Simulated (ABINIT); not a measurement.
## BaS (Fm-3m): G0W0 with and without spin-orbit coupling

Wanted: the effect of spin-orbit coupling on the quasiparticle gap of BaS (Fm-3m).

Main program and level: ABINIT 10.8.3; PBE and many-body steps on it, plane waves.

This is a report of a sequence of runs, with most program output left out.

## 1. The starting structure

Symmetry: Fm-3m, No. 225, cubic system. The conventional cell has a = 6.387 Å, b = 6.387 Å, c = 6.387 Å, α = 90.00°, β = 90.00°, γ = 90.00°. Nearest to Ba lie 6 S at 3.19 Å. Nearest to S lie 6 Ba at 3.19 Å. Farther neighbours and most contacts between anions are not listed.

The cell and positions come from the Crystallography Open Database and are kept as given unless a step says otherwise. Spin-orbit coupling is left out unless a step names it.

## 2. Empty states on the mesh, 4×4×4 mesh, 271 bands

This step: ABINIT 10.8.3; DFT, PBE, plane waves, norm-conserving pseudopotentials.

The sums over transitions need many empty states on a uniform mesh; this step solves for them.

File run.abi:

```
acell 3*1.0 Angstrom
rprim 
  -0.000000000000 3.193750000000 3.193750000000
  3.193750000000 -0.000000000000 3.193750000000
  3.193750000000 3.193750000000 -0.000000000000
ntypat 2
znucl 56 16
natom 2
typat 1 2
xred 
  0.000000000000 0.000000000000 0.000000000000
  0.500000000000 0.500000000000 0.500000000000
pp_dirpath "pseudos"
pseudos "Ba.upf, S.upf"
ecut 20
ngkpt 4 4 4
nshiftk 1
shiftk 0 0 0
kptopt 1
chksymbreak 0
irdden 1
istwfk *1
nband 271
prtvol 0
optdriver 6
gwr_task "HDIAGO"
paral_kgb 0
occopt 1
indata_prefix "in"
outdata_prefix "out"
tmpdata_prefix "tmp"
```

Launch:

```console
$ OMP_NUM_THREADS=1 mpirun -n 4 abinit run.abi > log
```

Elapsed: 9.9 s, on 4 MPI ranks of Intel Xeon Platinum 8488C (Sapphire Rapids), shared host; peak memory 1.1 GiB.

Numbers from this step:

| Quantity | Value |
| --- | --- |
| gap | 2.146 eV |
| k of the valence top | 0, 0, 0 |
| k of the conduction bottom | 0.5, 0.5, 0 |
| least direct gap | 2.272 eV |
| k points computed | 8 |
| lowest point of the top converged band, above the valence top | 132.2592 eV |

On this mesh the gap is 2.146 eV.

The density comes from a self-consistent run that is not shown.

## 3. Screening, 4×4×4 mesh, 263 bands, screening to 209.5 eV

The RPA dielectric matrix is built and inverted for each q.

This step: RPA screening on PBE, plane waves, norm-conserving pseudopotentials.

run.abi, as its differences from that of step 2:

```diff
@@ -20,10 +20,11 @@
 chksymbreak 0
-irdden 1
 istwfk *1
-nband 271
-prtvol 0
-optdriver 6
-gwr_task "HDIAGO"
-paral_kgb 0
 occopt 1
+irdwfk 1
+optdriver 3
+nband 263
+ecuteps 7.7
+inclvkb 0
+awtr 1
+symchi 1
 indata_prefix "in"
```

It took 56 s on 4 MPI ranks; peak memory 1.1 GiB.

This step gave:

```yaml
eps_infinity_with_local_fields_on_this_mesh_along_the_program_s_q_direction: 5.032
the_same_without_local_fields: 6.020
plasma_frequency: 18.40 eV
plane_waves_in_the_screening_matrix: 459
```

Local fields lower ε∞ by 16 %.

## 4. Scalar-relativistic

The self-energy is evaluated for the states that the input lists, and the levels follow from it, in one-shot runs by the linearised quasiparticle equation.

This step: G0W0 on PBE, plane waves, norm-conserving pseudopotentials.

run.abi, as its differences from that of step 3:

```diff
@@ -23,8 +23,17 @@
 irdwfk 1
-optdriver 3
+optdriver 4
 nband 263
+gwcalctyp 0
+ecutsigx 20
+symsigma 1
+nkptgw 2
+kptgw 
+  0.0000000000 0.0000000000 0.0000000000
+  0.5000000000 0.5000000000 0.0000000000
+bdgw 
+  6 12
+  7 10
 ecuteps 7.7
-inclvkb 0
-awtr 1
-symchi 1
+irdscr 1
+ppmodel 1
 indata_prefix "in"
```

The job ended after 58 s (4 MPI ranks; peak memory 1.5 GiB).

This step gave:

| Property | Result |
| --- | --- |
| G0W0 gap on the points computed | 3.535 eV |
| starting gap on the mesh | 2.146 eV |
| k of the valence top | 0, 0, 0 |
| k of the conduction bottom | 0.5, 0.5, 0 |
| Z at the valence top | 0.767 |
| Z at the conduction bottom | 0.823 |
| least direct G0W0 gap on the computed points | 3.672 eV |

The gap on the mesh goes from 2.15 eV to 3.53 eV, a correction of +1.39 eV.

## 5. Empty states on the mesh, 4×4×4 mesh, 534 bands

This step: DFT, PBE with spin-orbit coupling, plane waves, norm-conserving pseudopotentials.

run.abi, as its differences from that of step 4:

```diff
@@ -15,2 +15,3 @@
 ecut 20
+nspinor 2
 ngkpt 4 4 4
@@ -20,20 +21,10 @@
 chksymbreak 0
+irdden 1
 istwfk *1
+nband 534
+prtvol 0
+optdriver 6
+gwr_task "HDIAGO"
+paral_kgb 0
 occopt 1
-irdwfk 1
-optdriver 4
-nband 263
-gwcalctyp 0
-ecutsigx 20
-symsigma 1
-nkptgw 2
-kptgw 
-  0.0000000000 0.0000000000 0.0000000000
-  0.5000000000 0.5000000000 0.0000000000
-bdgw 
-  6 12
-  7 10
-ecuteps 7.7
-irdscr 1
-ppmodel 1
 indata_prefix "in"
```

Run time: 68 s. Hardware: 4 MPI ranks; peak memory 3.4 GiB; 4.5 min of CPU time.

This step gave:

```yaml
gap: 2.095 eV
k_of_the_valence_top: 0, 0, 0
k_of_the_conduction_bottom: 0.5, 0.5, 0
least_direct_gap: 2.184 eV
k_points_computed: 8
lowest_point_of_the_top_converged_band_above_the_valence_top: 132.2063 eV
```

On this mesh the gap is 2.095 eV.

The density comes from a self-consistent run that is not shown, made with spin-orbit coupling and fully relativistic files.

## 6. Screening, 4×4×4 mesh, 526 bands, screening to 209.5 eV

This step: RPA screening on PBE with spin-orbit coupling, plane waves, norm-conserving pseudopotentials.

run.abi, as its differences from that of step 5:

```diff
@@ -21,10 +21,11 @@
 chksymbreak 0
-irdden 1
 istwfk *1
-nband 534
-prtvol 0
-optdriver 6
-gwr_task "HDIAGO"
-paral_kgb 0
 occopt 1
+irdwfk 1
+optdriver 3
+nband 526
+ecuteps 7.7
+inclvkb 0
+awtr 1
+symchi 1
 indata_prefix "in"
```

Wall time 6.9 min (4 MPI ranks); peak memory 3.5 GiB; 28 min of CPU time.

Numbers from this step:

| Property | Result |
| --- | --- |
| ε∞ with local fields, on this mesh, along the program's q direction | 5.048 |
| the same without local fields | 6.038 |
| plasma frequency | 18.40 eV |
| plane waves in the screening matrix | 459 |

## 7. With spin-orbit coupling

This step: G0W0 on PBE with spin-orbit coupling, plane waves, norm-conserving pseudopotentials.

run.abi, as its differences from that of step 6:

```diff
@@ -24,8 +24,17 @@
 irdwfk 1
-optdriver 3
+optdriver 4
 nband 526
+gwcalctyp 0
+ecutsigx 20
+symsigma 0
+nkptgw 2
+kptgw 
+  0.0000000000 0.0000000000 0.0000000000
+  0.5000000000 0.5000000000 0.0000000000
+bdgw 
+  13 22
+  13 20
 ecuteps 7.7
-inclvkb 0
-awtr 1
-symchi 1
+irdscr 1
+ppmodel 1
 indata_prefix "in"
```

It took 40 min on 4 MPI ranks; peak memory 3.5 GiB.

This step gave:

```yaml
g0w0_gap_on_the_points_computed: 3.479 eV
starting_gap_on_the_mesh: 2.095 eV
k_of_the_valence_top: 0, 0, 0
k_of_the_conduction_bottom: 0.5, 0.5, 0
z_at_the_valence_top: 0.768
z_at_the_conduction_bottom: 0.823
least_direct_g0w0_gap_on_the_computed_points: 3.581 eV
```

Against G0W0 in ABINIT (4×4×4 mesh, 263 bands, screening to 209.5 eV, Godby-Needs plasmon pole), the gap moves by −0.056 eV.

## 8. The runs together

Times are wall times on 4 MPI ranks of Intel Xeon Platinum 8488C (Sapphire Rapids), shared host, good to a factor of about two. A run's time includes the screening step that it read.

| run | mesh | bands | screening cutoff (eV) | DFT gap (eV) | gap on the mesh (eV) | direct (eV) | ε∞ used | time |
| --- | --- | --- | --- | --- | --- | --- | --- | --- |
| scalar-relativistic | 4×4×4 | 263 | 209.5 | 2.146 | 3.535 | 3.672 | 5.03 | 1.9 min |
| with spin-orbit coupling | 4×4×4 | 526 | 209.5 | 2.095 | 3.479 | 3.581 | 5.05 | 47 min |

## 9. Outcome

```
scalar-relativistic      : 3.535 eV
with spin-orbit coupling : 3.479 eV
known limits             : not at the basis limit; screening head approximate; no spin-orbit coupling in some runs
```

With spin-orbit coupling: −0.056 eV against scalar-relativistic, −0.052 eV of it in the start. Bands and cutoff are finite, so the gap is not at the basis limit. The miss can reach some tenths of an eV and take either sign; the mesh is an error of its own. In the G0W0 runs levels were corrected at 2 k points alone, so a gap called «on the mesh» is the least over those, and an edge elsewhere would be missed. The long-wavelength limit of the screening leaves out the non-local commutator, which shifts ε∞.

[Paths, hosts, dates, memory and timing lines, banners, echoed tables and standing remarks are left out of the program output.]

[Logs are printed without paths, hosts, clocks, repeated set-up lines and the standing remarks that a program may print on its own settings, such as how far it seeks lower states.]

[Runs of the session that timed out or met a known fault of the program may be left out.]

[Hosts, paths, dates, database ids (printed as entryN), source tags and the programs' standing remarks are cut or masked in the printed files.]

[G0W0 gaps are taken among the corrected bands and points alone; a level outside them can change the order at an edge.]

[Where Ansatz stands beside ABINIT at settings called matched, ABINIT's density can come from a denser mesh and the files from another edition; pairs whose starting gaps differed by over 0.03 eV were left out, so agreement reads better than it is.]
